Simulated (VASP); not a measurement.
# Au (Im-3m) in VASP: further runs

The runs below take Au through single point, with RPBE.

Program: VASP 6.6.1. These are calculated values, not measurements. Logs are shortened: lines on timing, memory, paths and dates and some standing lists are left out, and cuts for length are marked.

## Step 1: The crystal as given

Symmetry: Im-3m, No. 229, cubic system. The conventional cell has a = 3.336 Å, b = 3.336 Å, c = 3.336 Å, α = 90.00°, β = 90.00°, γ = 90.00°. Au (site symmetry m-3m) is surrounded by 8 Au at 2.89 Å.

This isn't the form of Au at room conditions, which is fcc.

## Step 2: Single point, RPBE

INCAR

```
  PREC = Accurate
  ENCUT = 520
  EDIFF = 1E-6
  ISMEAR = -1
  SIGMA = 0.1
  LREAL = F
  LASPH = T
  NELM = 100
  ALGO = Fast
  ISIF = 2
  LWAVE = F
  LCHARG = F
  GGA = RP
  NBANDS = 12
```

KPOINTS

```
Automatic mesh
0
Gamma
  22 22 22
```

POSCAR

```
Au
1.0
   -1.6678293393      1.6678293393      1.6678293393
    1.6678293393     -1.6678293393      1.6678293393
    1.6678293393      1.6678293393     -1.6678293393
Au
1
Direct
    0.0000000000      0.0000000000      0.0000000000
```

Potentials or basis: VASP PAW PBE potentials, release 64 (Au).

On the command line:

```sh
cat potpaw_PBE.64/Au/POTCAR > POTCAR
mpirun -np 1 vasp_std > vasp.out
```

OUTCAR:

```text
PREC = Accurate
   ENCUT = 520
   EDIFF = 1E-6
   ISMEAR = -1
   LREAL = F
   LASPH = T
   NELM = 100
   ISIF = 2
   GGA = RP

 ion  position               nearest neighbor table
   1  0.000  0.000  0.000-

  LATTYP: Found a body centered cubic cell.
 ALAT       =     3.3356586786

  Lattice vectors:

 A1 = (  -1.6678293393,   1.6678293393,   1.6678293393)
 A2 = (   1.6678293393,  -1.6678293393,   1.6678293393)
 A3 = (   1.6678293393,   1.6678293393,  -1.6678293393)

Analysis of symmetry for initial positions (statically):
=====================================================================
 Subroutine PRICEL returns:
 Original cell was already a primitive cell.

 Routine SETGRP: Setting up the symmetry group for a
 body centered cubic supercell.

 Subroutine GETGRP returns: Found 48 space group operations
 (whereof 48 operations were pure point group operations)
 out of a pool of 48 trial point group operations.

The static configuration has the point symmetry O_h .

Analysis of symmetry for dynamics (positions and initial velocities):
=====================================================================
 Subroutine PRICEL returns:
 Original cell was already a primitive cell.

 Routine SETGRP: Setting up the symmetry group for a
 body centered cubic supercell.

 Subroutine GETGRP returns: Found 48 space group operations
 (whereof 48 operations were pure point group operations)
 out of a pool of 48 trial point group operations.

The dynamic configuration has the point symmetry O_h .

 Subroutine INISYM returns: Found 48 space group operations
 (whereof 48 operations are pure point group operations),
 and found     1 'primitive' translations

----------------------------------------------------------------------------------------

                                     Primitive cell

  volume of cell :      18.5573

  direct lattice vectors                    reciprocal lattice vectors
    -1.667829339  1.667829339  1.667829339     0.000000000  0.299790865  0.299790865
     1.667829339 -1.667829339  1.667829339     0.299790865  0.000000000  0.299790865
     1.667829339  1.667829339 -1.667829339     0.299790865  0.299790865  0.000000000

  length of vectors
     2.888765154  2.888765154  2.888765154     0.423968307  0.423968307  0.423968307

  position of ions in fractional coordinates (direct lattice)
     0.000000000  0.000000000  0.000000000

  ion indices of the primitive-cell ions
   primitive index   ion index
                 1           1

----------------------------------------------------------------------------------------

 KPOINTS: Automatic mesh

Automatic generation of k-mesh.
 Grid dimensions read from file:
 generate k-points for:   22   22   22

 Generating k-lattice:

  Cartesian coordinates                     Fractional coordinates (reciprocal lattice)
     0.000000000  0.013626857  0.013626857     0.045454545  0.000000000  0.000000000
     0.013626857  0.000000000  0.013626857     0.000000000  0.045454545  0.000000000
     0.013626857  0.013626857  0.000000000     0.000000000  0.000000000  0.045454545

  Length of vectors
     0.019271287  0.019271287  0.019271287

  Shift w.r.t. Gamma in fractional coordinates (k-lattice)
     0.000000000  0.000000000  0.000000000

 Subroutine IBZKPT returns following result:
 ===========================================

 Found    328 irreducible k-points:

 Following reciprocal coordinates:
            Coordinates               Weight
  0.000000  0.000000  0.000000      1.000000
  0.045455  0.000000  0.000000     12.000000
  0.090909  0.000000  0.000000     12.000000
  0.136364  0.000000  0.000000     12.000000
  0.181818  0.000000  0.000000     12.000000
  0.227273  0.000000  0.000000     12.000000
[... 16 lines left out ...]
  0.090909  0.090909  0.000000     24.000000
  0.136364  0.090909 -0.000000     48.000000
 [... further k-points ...]
   k-points           NKPTS =    328   k-points in BZ     NKDIM =    328   number of bands    NBANDS=     12
   number of dos      NEDOS =    301   number of ions     NIONS =      1
   total plane-waves  NPLWV =  13824
   dimension x,y,z NGX =    24 NGY =   24 NGZ =   24
   dimension x,y,z NGXF=    48 NGYF=   48 NGZF=   48
   ions per type =               1
   NGX,Y,Z   is equivalent  to a cutoff of  13.81, 13.81, 13.81 a.u.
   NGXF,Y,Z  is equivalent  to a cutoff of  27.62, 27.62, 27.62 a.u.
 SYSTEM =  unknown system
   PREC   = accura    normal or accurate (medium, high low for compatibility)
   ISTART =      0    job   : 0-new  1-cont  2-samecut
   ICHARG =      2    charge: 1-file 2-atom 10-const
   ISPIN  =      1    spin polarized calculation?
   LNONCOLLINEAR =      F non collinear calculations
   LSORBIT =      F    spin-orbit coupling
   LASPH  =      T    aspherical Exc in radial PAW
   ENCUT  =  520.0 eV  38.22 Ry    6.18 a.u.   5.37  5.37  5.37*2*pi/ulx,y,z
   NELM   =    100;   NELMIN=  2; NELMDL= -5     # of ELM steps
   EDIFF  = 0.1E-05   stopping-criterion for ELM
   LREAL  =      F    real-space projection
   EDIFFG = 0.1E-04   stopping-criterion for IOM
   NSW    =      0    number of steps for IOM
   IBRION =     -1    ionic relax: 0-MD 1-quasi-New 2-CG
   NFREE  =      0    steps in history (QN), initial steepest desc. (CG)
   ISIF   =      2    stress and relaxation
   ISYM   =      2    0-nonsym 1-usesym 2-fastsym
   POTIM  = 0.5000    time-step for ionic-motion
   TEBEG  =    0.0;   TEEND  =   0.0 temperature during run
   PSTRESS=    0.0 pullay stress
   NELECT =      11.0000    total number of electrons
   NUPDOWN=      -1.0000    fix difference up-down
   EMIN   =  10.00;   EMAX   =-10.00  energy-range for DOS
   EFERMI =   0.00;   METHOD = LEGACY
   ISMEAR =    -1;   SIGMA  =   0.10  broadening in eV -4-tet -1-fermi 0-gaus
   EFERMI_NEDOS =   21; number of points for ismear=-14 and -15
   IALGO  =     68    algorithm
   IMIX   =      4    mixing-type and parameters
     AMIX     =   0.40;   BMIX     =  1.00
     AMIX_MAG =   1.60;   BMIX_MAG =  1.00
  volume/ion in A,a.u.               =      18.56       125.23
  Fermi-wavevector in a.u.,A,eV,Ry     =   1.375205  2.598761 25.731187  1.891189
  Thomas-Fermi vector in A             =   2.500562
   LORBIT       =      0    0 simple, 1 ext, 2 COOP (PROOUT), +10 PAW based schemes
   GGA     = RP    functional components
   LHFCALC =     F    Hartree Fock is set to
   AEXX    =    0.0000 exact exchange contribution
   IVDW    =     0    specifies the selected vdW correction
   LEPSILON=     F    determine dielectric tensor
   LRPA    =     F    only Hartree local field effects (RPA)
 non-spin polarized calculation
 RMM-DIIS sequential band-by-band and
  energy-cutoff  :      520.00
  volume of cell :       18.56
 maximum number of plane-waves:       531
 NGX is ok and might be reduce to    24
   NGX = 11   NGY = 11   NGZ = 11

 number of electron      10.9999999 magnetization

 Free energy of the ion-electron system (eV)
  ---------------------------------------------------
  ext. energy  EPLUGINS =         0.00000000
  ---------------------------------------------------
  free energy    TOTEN  =        -2.62172292 eV

  energy without entropy =       -2.61195194  energy(sigma->0) =       -2.61683743

 E-fermi :   8.2635     XC(G=0): -12.1171

 val. band max:        8.2535999970   @ k =   0.5000   0.5000   0.0455
 cond. band min:       8.3458649031   @ k =   0.3636   0.0909   0.0455
 fundamental gap:      0.0922649061
 Fermi energy:         8.2634756954

 k-point     1 :       0.0000    0.0000    0.0000
  band No.  band energies     occupation
      1      -0.7123      2.00000
      2       3.7990      2.00000
      3       3.7990      2.00000
      4       3.7990      2.00000
      5       5.4736      2.00000
      6       5.4736      2.00000
      7      24.7106      0.00000
      8      24.7106      0.00000
      9      24.7106      0.00000
     10      31.1105      0.00000
     11      31.1105      0.00000
     12      31.1105      0.00000

 k-point     2 :       0.0455    0.0000    0.0000
  band No.  band energies     occupation
      1      -0.6413      2.00000
      2       3.7780      2.00000
      3       3.8016      2.00000
      4       3.8465      2.00000
      5       5.4482      2.00000
      6       5.4751      2.00000
      7      24.6830      0.00000
      8      24.7260      0.00000
      9      24.7955      0.00000
     10      30.2438      0.00000
     11      30.2534      0.00000
     12      30.8374      0.00000

 k-point     3 :       0.0909    0.0000    0.0000
  band No.  band energies     occupation
      1      -0.4317      2.00000
      2       3.7172      2.00000
      3       3.8078      2.00000
      4       3.9871      2.00000
      5       5.3813      2.00000
      6       5.4796      2.00000
      7      24.5022      0.00000
      8      24.7224      0.00000
      9      25.0452      0.00000
     10      28.8549      0.00000
     11      29.2020      0.00000
     12      30.0906      0.00000
[... 286 lines left out ...]
 k-point    23 :       0.0909    0.0909    0.0000
  band No.  band energies     occupation
      1       0.1024      2.00000
      2       3.6315      2.00000
      3       3.7172      2.00000
      4       4.3930      2.00000
      5       5.2380      2.00000
      6       5.5123      2.00000
      7      23.8153      0.00000
      8      24.0918      0.00000
      9      25.4090      0.00000
     10      26.5830      0.00000
     11      28.4691      0.00000
     12      29.7381      0.00000

 k-point    24 :       0.1364    0.0909   -0.0000
  band No.  band energies     occupation
      1       0.5336      2.00000
      2       3.5332      2.00000
      3       3.6896      2.00000
      4       4.7298      2.00000
      5       5.1660      2.00000
      6       5.5411      2.00000
      7      22.5688      0.00000
      8      23.3666      0.00000
      9      25.5864      0.00000
     10      25.8730      0.00000
     11      28.5537      0.00000
     12      29.8211      0.00000

 [... further k-points ...]

------------------------ aborting loop because EDIFF is reached ----------------------------------------

  FORCE on cell =-STRESS in cart. coord.  units (eV):
  Direction    XX          YY          ZZ          XY          YZ          ZX
  --------------------------------------------------------------------------------------
  -------------------------------------------------------------------------------------
  Total       -0.0055898     -0.0055898     -0.0055898     -0.0000000      0.0000000     -0.0000000
  in kB       -0.4826046     -0.4826046     -0.4826046     -0.0000000      0.0000000     -0.0000000
  external PRESSURE =      -0.4826046 kB  Pullay stress =       0.0000000 kB

 VOLUME and BASIS-vectors are now :
 -----------------------------------------------------------------------------
  energy-cutoff  :      520.00
  volume of cell :       18.56
      direct lattice vectors                 reciprocal lattice vectors
    -1.667829339  1.667829339  1.667829339     0.000000000  0.299790865  0.299790865
     1.667829339 -1.667829339  1.667829339     0.299790865  0.000000000  0.299790865
     1.667829339  1.667829339 -1.667829339     0.299790865  0.299790865  0.000000000

 POSITION                                       TOTAL-FORCE (eV/Angst)
 -----------------------------------------------------------------------------------
      0.00000      0.00000      0.00000        -0.000000      0.000000      0.000000
 -----------------------------------------------------------------------------------
    total drift:                                0.000000      0.000000     -0.000000

  FREE ENERGIE OF THE ION-ELECTRON SYSTEM (eV)
  ---------------------------------------------------
  free  energy   TOTEN  =        -2.6217229190 eV

  energy  without entropy=       -2.6119519404  energy(sigma->0) =       -2.61683743
```

It took 40 s on 1 thread of Intel Xeon Platinum 8488C (Sapphire Rapids), shared host; peak memory 0.2 GiB.

Results:

```yaml
Free_energy: -2.6217 eV
Pressure: 0.0 GPa
Band_gap_on_the_k_mesh: none (metal or under the smearing width)
```

Caveat: the PAW data sets were made with another functional, which shifts forces and pressure a little. Spin-orbit coupling is left out, which matters for the levels of Au.

## Step 3: Single point, RPBE

This run uses another cell than the first one, of 17.82 Å³/atom, 0.960 times its volume.

INCAR

```
SYSTEM = Au
  PREC = Accurate
  ENCUT = 520
  EDIFF = 1E-6
  ISMEAR = -1
  SIGMA = 0.1
  LREAL = .False.
  LASPH = .True.
  NELM = 80
  ALGO = Normal
  ISIF = 2
  LWAVE = .False.
  LCHARG = .False.
  GGA = RP
  NBANDS = 12
```

KPOINTS

```
regular mesh
0
Gamma
  15 15 15
  0 0 0
```

POSCAR

```
Au
1.0
   -1.6452883418      1.6452883418      1.6452883418
    1.6452883418     -1.6452883418      1.6452883418
    1.6452883418      1.6452883418     -1.6452883418
Au
1
Direct
    0.0000000000      0.0000000000      0.0000000000
```

Potentials or basis: VASP PAW PBE potentials, release 64 (Au).

On the command line:

```sh
cat potpaw_PBE.64/Au/POTCAR > POTCAR
mpirun -np 1 vasp_std > vasp.out
```

Wall time 12 s (1 thread of Intel Xeon Platinum 8488C (Sapphire Rapids), shared host); peak memory 0.16 GiB.

It converged, with:

* Free energy: -2.6089 eV
* Pressure: 5.5 GPa
* Band gap on the k mesh: none (metal or under the smearing width)

Levels at points of the mesh, in eV from the Fermi level:
```tsv
k point	band 4	band 5	band 6	band 7	band 8	band 9
(0.00, 0.00, 0.00)	-4.55	-2.76	-2.76	16.59	16.59	16.59
```

Caveat: the PAW data sets were made with another functional, which shifts forces and pressure a little. Spin-orbit coupling is left out, which matters for the levels of Au.

## Step 4: Single point, RPBE

This run uses another cell than the first one, of 20.04 Å³/atom, 1.080 times its volume.

INCAR

```
ALGO = Normal ; EDIFF = 1E-7
ENCUT = 520 ; GGA = RP
ISIF = 2 ; ISMEAR = -1
LASPH = True ; LCHARG = True
LELF = True ; LREAL = False
LVHAR = True ; LWAVE = False
NBANDS = 12 ; NELM = 60
PREC = Accurate ; SIGMA = 0.1
```

KPOINTS

```
k-points
0
Gamma
  15 15 15
```

POSCAR

```
Au
1.0
   -1.7111688320      1.7111688320      1.7111688320
    1.7111688320     -1.7111688320      1.7111688320
    1.7111688320      1.7111688320     -1.7111688320
Au
1
Direct
    0.0000000000      0.0000000000      0.0000000000
```

Potentials or basis: VASP PAW PBE potentials, release 64 (Au).

On the command line:

```sh
cat potpaw_PBE.64/Au/POTCAR > POTCAR
mpirun -np 1 vasp_std > vasp.out
```

OUTCAR:

```text
EDIFF = 1E-7
   ENCUT = 520
   GGA = RP
   ISIF = 2
   ISMEAR = -1
   LASPH = True
   LREAL = False
   NELM = 60
   PREC = Accurate

 ion  position               nearest neighbor table
   1  0.000  0.000  0.000-

  LATTYP: Found a body centered cubic cell.
 ALAT       =     3.4223376640

  Lattice vectors:

 A1 = (  -1.7111688320,   1.7111688320,   1.7111688320)
 A2 = (   1.7111688320,  -1.7111688320,   1.7111688320)
 A3 = (   1.7111688320,   1.7111688320,  -1.7111688320)
[... 538 lines left out ...]
     11      28.2063      0.00000
     12      30.7695      0.00000

 [... further k-points ...]

------------------------ aborting loop because EDIFF is reached ----------------------------------------

  FORCE on cell =-STRESS in cart. coord.  units (eV):
  Direction    XX          YY          ZZ          XY          YZ          ZX
  --------------------------------------------------------------------------------------
  -------------------------------------------------------------------------------------
  Total       -0.8886756     -0.8886756     -0.8886756      0.0000000      0.0000000      0.0000000
  in kB      -71.0420155    -71.0420155    -71.0420155      0.0000000      0.0000000      0.0000000
  external PRESSURE =     -71.0420155 kB  Pullay stress =       0.0000000 kB

 VOLUME and BASIS-vectors are now :
 -----------------------------------------------------------------------------
  energy-cutoff  :      520.00
  volume of cell :       20.04
      direct lattice vectors                 reciprocal lattice vectors
    -1.711168832  1.711168832  1.711168832     0.000000000  0.292197935  0.292197935
     1.711168832 -1.711168832  1.711168832     0.292197935  0.000000000  0.292197935
     1.711168832  1.711168832 -1.711168832     0.292197935  0.292197935  0.000000000

 POSITION                                       TOTAL-FORCE (eV/Angst)
 -----------------------------------------------------------------------------------
      0.00000      0.00000      0.00000        -0.000000      0.000000     -0.000000
 -----------------------------------------------------------------------------------
    total drift:                                0.000000      0.000000     -0.000000

  FREE ENERGIE OF THE ION-ELECTRON SYSTEM (eV)
  ---------------------------------------------------
  free  energy   TOTEN  =        -2.5874608781 eV

  energy  without entropy=       -2.5775443217  energy(sigma->0) =       -2.58250260
```

stdout:

```text
POSCAR found type information on POSCAR Au
 POSCAR found :  1 types and       1 ions
 scaLAPACK will be used
 -----------------------------------------------------------------------------
|                                                                             |
|                                                                             |
|     You enforced a specific xc type in the INCAR file but a different       |
|     I HOPE YOU KNOW WHAT YOU ARE DOING!                                     |
|                                                                             |
 -----------------------------------------------------------------------------

 LDA part: xc-table for (Slater+PW92), standard interpolation
 POSCAR, INCAR and KPOINTS ok, starting setup
 FFT: planning ... GRIDC
 FFT: planning ... GRID_SOFT
 FFT: planning ... GRID
 WAVECAR not read
 entering main loop
```

It took 16 s on 1 thread of Intel Xeon Platinum 8488C (Sapphire Rapids), shared host; peak memory 0.15 GiB.

Results:

* Free energy: -2.5875 eV
* Pressure: -7.1 GPa
* Band gap on the k mesh: none (metal or under the smearing width)

Caveat: the PAW data sets were made with another functional, which shifts forces and pressure a little.

## Step 5: Summary

```tsv
cell	k mesh	gap on the mesh (eV)	pressure (GPa)
Im-3m, 18.56 Å³/atom	22 × 22 × 22	none	0.0
Im-3m, 17.82 Å³/atom	15 × 15 × 15	none	5.5
Im-3m, 20.04 Å³/atom	15 × 15 × 15	none	-7.1
```

Alike in all rows: task single point; level RPBE; potentials or basis VASP PAW PBE potentials, release 64 (Au); no spin polarisation; cutoff (eV) 520; smearing fermi-dirac 0.1 eV.

Every run on the cell as given and a fine mesh finds a metal.

Caveats: the PAW data sets were made with another functional, which shifts forces and pressure a little.

Absolute energies hang on the potentials; compare differences alone.
